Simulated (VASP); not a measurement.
Here is a VASP 6.6.1 calculation.

Contents of INCAR:

```
ALGO = Normal
EDIFF = 1E-7
ENCUT = 520
GGA = PS
ICORELEVEL = 1
ISIF = 2
ISMEAR = 1
LASPH = True
LCHARG = False
LMAXMIX = 4
LREAL = False
LWAVE = False
NBANDS = 18
NELM = 80
PREC = Accurate
SIGMA = 0.1
```

KPOINTS

```
k-points
0
Gamma
  12 12 7
```

POSCAR

```
Y                                       
1.0
    3.5936433523     -0.0000000000      0.0000000000
   -1.7968216761      3.1121864373     -0.0000000000
   -0.0000000000      0.0000000000      5.5938732015
  Y             
     2
Direct
     0.3333333300000021    0.6666666699999979    0.2500000000000000
     0.6666666699999979    0.3333333300000021    0.7500000000000000
```

File KPOINTS_OPT:

```
explicit points
96
Reciprocal
 0.0000000000  0.0000000000  0.0000000000 1
 0.0555555556  0.0000000000  0.0000000000 1
 0.1111111111  0.0000000000  0.0000000000 1
 0.1666666667  0.0000000000  0.0000000000 1
 0.2222222222  0.0000000000  0.0000000000 1
 0.2777777778  0.0000000000  0.0000000000 1
 0.3333333333  0.0000000000  0.0000000000 1
 0.3888888889  0.0000000000  0.0000000000 1
 0.4444444444  0.0000000000  0.0000000000 1
 0.5000000000  0.0000000000  0.0000000000 1
 0.5000000000  0.0000000000  0.0000000000 1
 0.4814814815  0.0370370370  0.0000000000 1
 0.4629629630  0.0740740741  0.0000000000 1
 0.4444444444  0.1111111111  0.0000000000 1
 0.4259259259  0.1481481481  0.0000000000 1
 0.4074074074  0.1851851852  0.0000000000 1
 0.3888888889  0.2222222222  0.0000000000 1
 0.3703703703  0.2592592592  0.0000000000 1
 0.3518518518  0.2962962963  0.0000000000 1
 0.3333333333  0.3333333333  0.0000000000 1
 0.3333333333  0.3333333333  0.0000000000 1
 0.2962962963  0.2962962963  0.0000000000 1
 0.2592592592  0.2592592592  0.0000000000 1
 0.2222222222  0.2222222222  0.0000000000 1
 0.1851851852  0.1851851852  0.0000000000 1
 0.1481481481  0.1481481481  0.0000000000 1
 0.1111111111  0.1111111111  0.0000000000 1
 0.0740740741  0.0740740741  0.0000000000 1
 0.0370370370  0.0370370370  0.0000000000 1
 0.0000000000  0.0000000000  0.0000000000 1
 0.0000000000  0.0000000000  0.0000000000 1
 0.0000000000  0.0000000000  0.0555555556 1
 0.0000000000  0.0000000000  0.1111111111 1
 0.0000000000  0.0000000000  0.1666666667 1
 0.0000000000  0.0000000000  0.2222222222 1
 0.0000000000  0.0000000000  0.2777777778 1
 0.0000000000  0.0000000000  0.3333333333 1
 0.0000000000  0.0000000000  0.3888888889 1
 0.0000000000  0.0000000000  0.4444444444 1
 0.0000000000  0.0000000000  0.5000000000 1
 0.0000000000  0.0000000000  0.5000000000 1
 0.0555555556  0.0000000000  0.5000000000 1
 0.1111111111  0.0000000000  0.5000000000 1
 0.1666666667  0.0000000000  0.5000000000 1
 0.2222222222  0.0000000000  0.5000000000 1
 0.2777777778  0.0000000000  0.5000000000 1
 0.3333333333  0.0000000000  0.5000000000 1
 0.3888888889  0.0000000000  0.5000000000 1
 0.4444444444  0.0000000000  0.5000000000 1
 0.5000000000  0.0000000000  0.5000000000 1
 0.5000000000  0.0000000000  0.5000000000 1
 0.4814814815  0.0370370370  0.5000000000 1
 0.4629629630  0.0740740741  0.5000000000 1
 0.4444444444  0.1111111111  0.5000000000 1
 0.4259259259  0.1481481481  0.5000000000 1
 0.4074074074  0.1851851852  0.5000000000 1
 0.3888888889  0.2222222222  0.5000000000 1
 0.3703703703  0.2592592592  0.5000000000 1
 0.3518518518  0.2962962963  0.5000000000 1
 0.3333333333  0.3333333333  0.5000000000 1
 0.3333333333  0.3333333333  0.5000000000 1
 0.2962962963  0.2962962963  0.5000000000 1
 0.2592592592  0.2592592592  0.5000000000 1
 0.2222222222  0.2222222222  0.5000000000 1
 0.1851851852  0.1851851852  0.5000000000 1
 0.1481481481  0.1481481481  0.5000000000 1
 0.1111111111  0.1111111111  0.5000000000 1
 0.0740740741  0.0740740741  0.5000000000 1
 0.0370370370  0.0370370370  0.5000000000 1
 0.0000000000  0.0000000000  0.5000000000 1
 0.5000000000  0.0000000000  0.5000000000 1
 0.5000000000  0.0000000000  0.4444444444 1
 0.5000000000  0.0000000000  0.3888888889 1
 0.5000000000  0.0000000000  0.3333333333 1
 0.5000000000  0.0000000000  0.2777777778 1
 0.5000000000  0.0000000000  0.2222222222 1
 0.5000000000  0.0000000000  0.1666666667 1
 0.5000000000  0.0000000000  0.1111111111 1
 0.5000000000  0.0000000000  0.0555555556 1
 0.5000000000  0.0000000000  0.0000000000 1
 0.3333333333  0.3333333333  0.0000000000 1
 0.3333333333  0.3333333333  0.0555555556 1
 0.3333333333  0.3333333333  0.1111111111 1
 0.3333333333  0.3333333333  0.1666666667 1
 0.3333333333  0.3333333333  0.2222222222 1
 0.3333333333  0.3333333333  0.2777777778 1
 0.3333333333  0.3333333333  0.3333333333 1
 0.3333333333  0.3333333333  0.3888888889 1
 0.3333333333  0.3333333333  0.4444444444 1
 0.3333333333  0.3333333333  0.5000000000 1
 0.0000000000  0.0000000000  0.0000000000 1
 0.0000000000  0.0000000000  0.5000000000 1
 0.3333333333  0.3333333333  0.5000000000 1
 0.3333333333  0.3333333333  0.0000000000 1
 0.5000000000  0.0000000000  0.5000000000 1
 0.5000000000  0.0000000000  0.0000000000 1
```

Potentials or basis: VASP PAW PBE potentials, release 64 (Y_sv).

Command:

```console
$ cat potpaw_PBE.64/Y_sv/POTCAR > POTCAR
$ mpirun -np 1 vasp_std > vasp.out
```

Predict the pressure.

0.0 GPa.

Predict the band gap along the path.

none (metal or under the smearing width).

Core levels (eV, on the scale of the bands):
```csv
atom,levels
1 Y,"1s -16856.0, 2s -2302.3, 2p -2048.6, 3s -360.2, 3p -277.9, 3d -142.4"
2 Y,"1s -16856.0, 2s -2302.3, 2p -2048.6, 3s -360.2, 3p -277.9, 3d -142.4"
```

Caveat: the PAW data sets were made with another functional, which shifts forces and pressure a little.
